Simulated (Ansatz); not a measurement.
Input, command and steps of an Ansatz relaxation.

```yaml
crystal:
  lattice:
    - [-6.5672503468, -3.2836251734, -3.2836251734]
    - [-3.2836251734, -6.5672503468, 3.2836251734]
    - [-6.5672503468, 3.2836251734, 3.2836251734]
  atoms:
    - { symbol: S, position: [0.2970543813, 0.6666666667, 0.2051717168], spin: 0.091 }
    - { symbol: Na, position: [0.9438554833, 0.3334634241, 0.1137007315] }
    - { symbol: Na, position: [0.6106522408, -0.0001300908, 0.1137007315] }
    - { symbol: Na, position: [0.482343486, 0.300701323, 0.6141442136] }
    - { symbol: Na, position: [0.1163781424, 1.0326320103, 0.6141442136] }
    - { symbol: Na, position: [0.8185595121, 0.6666666667, 0.606436214] }
    - { symbol: Na, position: [0.562399433, 0.6666666667, 0.4073474513], spin: 0.091 }
    - { symbol: Na, position: [0.2309250548, 0.326039242, 0.336337103], spin: 0.091 }
    - { symbol: Na, position: [0.89029763, 0.0072940914, 0.336337103], spin: 0.091 }
    - { symbol: Na, position: [0.662925703, 0.3442110332, 0.8719481274], spin: 0.091 }
    - { symbol: Na, position: [0.3404700695, -0.0108776999, 0.8719481274], spin: 0.091 }
    - { symbol: Na, position: [0.1276350845, 0.6666666667, 0.926282137], spin: 0.091 }
    - { symbol: S, position: [0.5723398653, 0.6666666667, 0.0652275599], spin: 0.091 }
    - { symbol: S, position: [0.3214544417, 0.2991196274, -0.0261437153], spin: 0.091 }
    - { symbol: S, position: [-0.0460925976, 0.0342137059, -0.0261437153], spin: 0.091 }
    - { symbol: S, position: [0.8444482066, 0.3419074618, 0.4907341116] }
    - { symbol: S, position: [0.5196890017, 0.9914258715, 0.4907341116] }
    - { symbol: S, position: [0.2046648618, 0.6666666667, 0.4880937775], spin: 0.091 }
  host:
    lattice:
      - [0.0, 3.2836251734, 3.2836251734]
      - [3.2836251734, 0.0, 3.2836251734]
      - [3.2836251734, 3.2836251734, 0.0]
    atoms:
      - { symbol: Na, position: [0.25, 0.25, 0.25] }
      - { symbol: Na, position: [0.75, 0.75, 0.75] }
      - { symbol: S, position: [0.0, 0.0, 0.0] }
total_charge: 2
basis:
  ecutwfc: 420
  xc_grid: 2
kpoints:
  mp_grid: { grid: [3, 3, 3], shift: [0.0, 0.0, 0.0] }
hamiltonian:
  xc: pbe
scf:
  occupations: { method: gaussian, width: 0.01 }
output:
  forces: true
  stress: false
  eigenvalues: true
  populations: true
  charged_corrections:
    defect_position: [0.29166667, 0.66666667, 0.125]
    epsilon: [[7.0438, 0.0, 0.0], [0.0, 7.0438, 0.0], [0.0, 0.0, 7.0438]]
  write_density: true
  write_potential: true
  elf: true
  volumetric_format: npy
magnetization:
  spin_polarized: true
relax:
  adjacent_minimum: "off"
  f_tol: 0.025
  max_steps: 45
```

```bash
ansatz run input.yaml --threads 4 --pin off --max-ram 8192MiB --backend cpu --events-out ev --progress --plain --runs-dir out
```

All numbers below come from Ansatz, DFT PBE, scalar-relativistic, plane waves, PAW.

The cell holds a point defect: S on a Na site (c), charge +2.

Of 7 frames 7 are shown, positions in Å and forces in eV/Å; the SCF threshold varies from step to step. The mark taken_back stands on steps that the optimiser undid.

```xyz
18
Lattice="-6.5673 -3.2836 -3.2836 -3.2836 -6.5673 3.2836 -6.5673 3.2836 3.2836" Properties=species:S:1:pos:R:3:forces:R:3 pbc="T T T" step=1 free_energy_over_end_meV_per_atom=9.48
S    -5.4873   -4.6799    1.8874   -0.2820   -0.1092   -0.1092
Na   -8.0402   -4.9159   -1.6309   -0.0743    0.0342    0.0427
Na   -4.7566   -1.6309   -1.6322   -0.0743    0.0427    0.0342
Na   -8.1883   -1.5420    1.4202   -0.0246   -0.0257   -0.1112
Na   -8.1883   -5.1471    5.0253   -0.0246   -0.1112   -0.0257
Na  -11.5474   -5.0747    1.4926    0.0632    0.0161    0.0161
Na   -8.5577   -4.8873    1.6800   -0.1223    0.0000    0.0000
Na   -4.7959   -1.7950    1.4167    0.0220    0.1961    0.0207
Na   -8.0796   -1.8669   -1.7950    0.0220    0.0207    0.1961
Na  -11.2102   -1.5742    1.8166    0.0754   -0.0839   -0.0461
Na   -7.9265    1.8166    1.7095    0.0754   -0.0461   -0.0839
Na   -9.1104   -1.7557    4.8115    0.0493    0.0011    0.0011
S    -6.3761   -6.0433    0.5239    0.2675    0.4353    0.4353
S    -2.9216   -3.1058   -0.1592   -0.1878   -0.0841    0.0697
S     0.3620   -0.1592    0.1779   -0.1878    0.0697   -0.0841
S    -9.8912   -3.4069   -0.0388   -0.0093    0.0623   -0.0061
S    -9.8912   -6.6060    3.1604   -0.0093   -0.0061    0.0623
S    -6.7386   -3.4475    3.1198    0.4214   -0.4119   -0.4119
18
Lattice="-6.5673 -3.2836 -3.2836 -3.2836 -6.5673 3.2836 -6.5673 3.2836 3.2836" Properties=species:S:1:pos:R:3:forces:R:3 pbc="T T T" step=2 free_energy_over_end_meV_per_atom=2.31
S    -5.3468   -4.6996    1.8677   -0.5003   -0.0970   -0.0970
Na   -8.1011   -4.9192   -1.6116   -0.0186    0.0421   -0.0204
Na   -4.8175   -1.6116   -1.6356   -0.0186   -0.0204    0.0421
Na   -8.2063   -1.5499    1.4159   -0.0131   -0.0194   -0.0173
Na   -8.2063   -5.1513    5.0173   -0.0131   -0.0173   -0.0194
Na  -11.5265   -5.0690    1.4983    0.0347    0.0040    0.0040
Na   -8.5615   -4.8848    1.6824    0.0126    0.0113    0.0113
Na   -4.7939   -1.7058    1.4249   -0.0080    0.0768    0.0049
Na   -8.0775   -1.8587   -1.7058   -0.0080    0.0049    0.0768
Na  -11.2336   -1.5883    1.7552    0.0297   -0.0198   -0.0095
Na   -7.9500    1.7552    1.6954    0.0297   -0.0095   -0.0198
Na   -9.0686   -1.7677    4.7995    0.0904   -0.0206   -0.0206
S    -6.3142   -6.0145    0.5527    0.1948    0.2382    0.2382
S    -3.0012   -3.1273   -0.1513   -0.0846   -0.0246    0.0440
S     0.2824   -0.1513    0.1564   -0.0846    0.0440   -0.0246
S    -9.8996   -3.3806   -0.0241    0.0199    0.0134   -0.0077
S    -9.8996   -6.5914    3.1867    0.0199   -0.0077    0.0134
S    -6.6233   -3.5059    3.0614    0.3166   -0.1982   -0.1982
18
Lattice="-6.5673 -3.2836 -3.2836 -3.2836 -6.5673 3.2836 -6.5673 3.2836 3.2836" Properties=species:S:1:pos:R:3:forces:R:3 pbc="T T T" step=3 free_energy_over_end_meV_per_atom=0.50
S    -5.3280   -4.7432    1.8240    0.1646   -0.0546   -0.0546
Na   -8.1416   -4.8879   -1.6229    0.0032   -0.0179   -0.0261
Na   -4.8580   -1.6229   -1.6043    0.0032   -0.0261   -0.0179
Na   -8.2139   -1.5506    1.4324   -0.0111    0.0078    0.0139
Na   -8.2139   -5.1349    5.0166   -0.0111    0.0139    0.0078
Na  -11.4906   -5.0691    1.4981    0.0233    0.0069    0.0069
Na   -8.5433   -4.8800    1.6872    0.0059   -0.0091   -0.0091
Na   -4.8011   -1.6429    1.4459    0.0098   -0.0324   -0.0043
Na   -8.0848   -1.8378   -1.6429    0.0098   -0.0043   -0.0324
Na  -11.2535   -1.5864    1.7164   -0.0096    0.0222    0.0148
Na   -7.9698    1.7164    1.6972   -0.0096    0.0148    0.0222
Na   -8.9855   -1.8024    4.7649    0.0092    0.0196    0.0196
S    -6.3026   -6.0225    0.5448   -0.1251   -0.0701   -0.0701
S    -3.0586   -3.1453   -0.1234    0.0081    0.0173   -0.0135
S     0.2250   -0.1234    0.1383    0.0081   -0.0135    0.0173
S    -9.8912   -3.3561   -0.0128   -0.0019   -0.0022    0.0086
S    -9.8912   -6.5800    3.2112   -0.0019    0.0086   -0.0022
S    -6.5423   -3.5526    3.0147   -0.0749    0.1190    0.1190
18
Lattice="-6.5673 -3.2836 -3.2836 -3.2836 -6.5673 3.2836 -6.5673 3.2836 3.2836" Properties=species:S:1:pos:R:3:forces:R:3 pbc="T T T" step=4 free_energy_over_end_meV_per_atom=0.18
S    -5.3315   -4.7564    1.8108    0.0146   -0.0287   -0.0287
Na   -8.1420   -4.8912   -1.6319    0.0027    0.0078   -0.0009
Na   -4.8583   -1.6319   -1.6076    0.0027   -0.0009    0.0078
Na   -8.2172   -1.5470    1.4345   -0.0015   -0.0036    0.0029
Na   -8.2172   -5.1328    5.0203   -0.0015    0.0029   -0.0036
Na  -11.4827   -5.0667    1.5005    0.0131    0.0057    0.0057
Na   -8.5425   -4.8819    1.6853    0.0024    0.0046    0.0046
Na   -4.7973   -1.6537    1.4455   -0.0063   -0.0045    0.0032
Na   -8.0810   -1.8381   -1.6537   -0.0063    0.0032   -0.0045
Na  -11.2567   -1.5827    1.7260    0.0011   -0.0038    0.0068
Na   -7.9731    1.7260    1.7009    0.0011    0.0068   -0.0038
Na   -8.9745   -1.7749    4.7924    0.0039    0.0037    0.0037
S    -6.3251   -6.0350    0.5323   -0.0375   -0.0130   -0.0130
S    -3.0554   -3.1426   -0.1255    0.0011   -0.0020   -0.0027
S     0.2282   -0.1255    0.1411    0.0011   -0.0027   -0.0020
S    -9.8899   -3.3543   -0.0133   -0.0030   -0.0038    0.0045
S    -9.8899   -6.5805    3.2129   -0.0030    0.0045   -0.0038
S    -6.5390   -3.5525    3.0148    0.0153    0.0238    0.0238
18
Lattice="-6.5673 -3.2836 -3.2836 -3.2836 -6.5673 3.2836 -6.5673 3.2836 3.2836" Properties=species:S:1:pos:R:3:forces:R:3 pbc="T T T" step=5 free_energy_over_end_meV_per_atom=0.35 taken_back
S    -5.3321   -4.8180    1.7492    0.0776    0.0450    0.0450
Na   -8.1375   -4.8636   -1.6228   -0.0107   -0.0261   -0.0286
Na   -4.8539   -1.6228   -1.5800   -0.0107   -0.0286   -0.0261
Na   -8.2222   -1.5510    1.4349    0.0096   -0.0068    0.0145
Na   -8.2222   -5.1323    5.0163    0.0096    0.0145   -0.0068
Na  -11.5086   -4.9986    1.5686    0.0296   -0.0422   -0.0422
Na   -8.5439   -4.8942    1.6730    0.0067    0.0148    0.0148
Na   -4.7966   -1.6638    1.4516   -0.0072   -0.0012    0.0452
Na   -8.0803   -1.8321   -1.6638   -0.0072    0.0452   -0.0012
Na  -11.2526   -1.5841    1.7329    0.0004    0.0367   -0.0140
Na   -7.9690    1.7329    1.6995    0.0004   -0.0140    0.0367
Na   -8.9837   -1.7344    4.8329    0.0333    0.0046    0.0046
S    -6.3552   -6.0882    0.4791   -0.0920   -0.0124   -0.0124
S    -3.0443   -3.1402   -0.1179   -0.0103    0.0275   -0.0279
S     0.2393   -0.1179    0.1435   -0.0103   -0.0279    0.0275
S    -9.9013   -3.3504   -0.0096    0.0266   -0.0025    0.0182
S    -9.9013   -6.5768    3.2169    0.0266    0.0182   -0.0025
S    -6.4799   -3.5862    2.9811   -0.0720   -0.0450   -0.0450
18
Lattice="-6.5673 -3.2836 -3.2836 -3.2836 -6.5673 3.2836 -6.5673 3.2836 3.2836" Properties=species:S:1:pos:R:3:forces:R:3 pbc="T T T" step=6 free_energy_over_end_meV_per_atom=0.03
S    -5.3321   -4.7917    1.7756    0.0053   -0.0197   -0.0197
Na   -8.1443   -4.8798   -1.6325   -0.0022    0.0043   -0.0005
Na   -4.8607   -1.6325   -1.5962   -0.0022   -0.0005    0.0043
Na   -8.2159   -1.5484    1.4415   -0.0002   -0.0005   -0.0009
Na   -8.2159   -5.1258    5.0189   -0.0002   -0.0009   -0.0005
Na  -11.4770   -5.0574    1.5098    0.0027    0.0038    0.0038
Na   -8.5419   -4.8775    1.6897    0.0033   -0.0002   -0.0002
Na   -4.7995   -1.6560    1.4545   -0.0013    0.0010    0.0016
Na   -8.0832   -1.8291   -1.6560   -0.0013    0.0016    0.0010
Na  -11.2591   -1.5823    1.7290    0.0014   -0.0036    0.0021
Na   -7.9755    1.7290    1.7013    0.0014    0.0021   -0.0036
Na   -8.9676   -1.7471    4.8201    0.0055    0.0020    0.0020
S    -6.3547   -6.0615    0.5058   -0.0111    0.0019    0.0019
S    -3.0561   -3.1414   -0.1227    0.0011   -0.0008    0.0009
S     0.2275   -0.1227    0.1422    0.0011    0.0009   -0.0008
S    -9.8903   -3.3486   -0.0098   -0.0006   -0.0038    0.0018
S    -9.8903   -6.5771    3.2187   -0.0006    0.0018   -0.0038
S    -6.5083   -3.5718    2.9955   -0.0020    0.0106    0.0106
18
Lattice="-6.5673 -3.2836 -3.2836 -3.2836 -6.5673 3.2836 -6.5673 3.2836 3.2836" Properties=species:S:1:pos:R:3:forces:R:3 pbc="T T T" step=7 free_energy_over_end_meV_per_atom=0.00
S    -5.3328   -4.8144    1.7529    0.0041   -0.0004   -0.0004
Na   -8.1476   -4.8700   -1.6341   -0.0004    0.0009   -0.0019
Na   -4.8639   -1.6341   -1.5863   -0.0004   -0.0019    0.0009
Na   -8.2155   -1.5481    1.4435   -0.0007   -0.0028    0.0030
Na   -8.2155   -5.1238    5.0192   -0.0007    0.0030   -0.0028
Na  -11.4771   -5.0489    1.5184    0.0000    0.0002    0.0002
Na   -8.5416   -4.8786    1.6886    0.0022    0.0017    0.0017
Na   -4.8008   -1.6566    1.4608    0.0008   -0.0013    0.0012
Na   -8.0845   -1.8228   -1.6566    0.0008    0.0012   -0.0013
Na  -11.2598   -1.5833    1.7306    0.0006    0.0008    0.0014
Na   -7.9762    1.7306    1.7003    0.0006    0.0014    0.0008
Na   -8.9553   -1.7266    4.8407   -0.0014   -0.0009   -0.0009
S    -6.3731   -6.0778    0.4894    0.0025   -0.0025   -0.0025
S    -3.0553   -3.1411   -0.1196   -0.0011    0.0005   -0.0009
S     0.2283   -0.1196    0.1426   -0.0011   -0.0009    0.0005
S    -9.8908   -3.3466   -0.0070   -0.0022    0.0022   -0.0031
S    -9.8908   -6.5743    3.2206   -0.0022   -0.0031    0.0022
S    -6.4927   -3.5858    2.9814   -0.0014    0.0016    0.0016
```

It took 6.2 min on 4 threads of Arm Neoverse N1, with other jobs on the host, peak memory 1.4 GiB.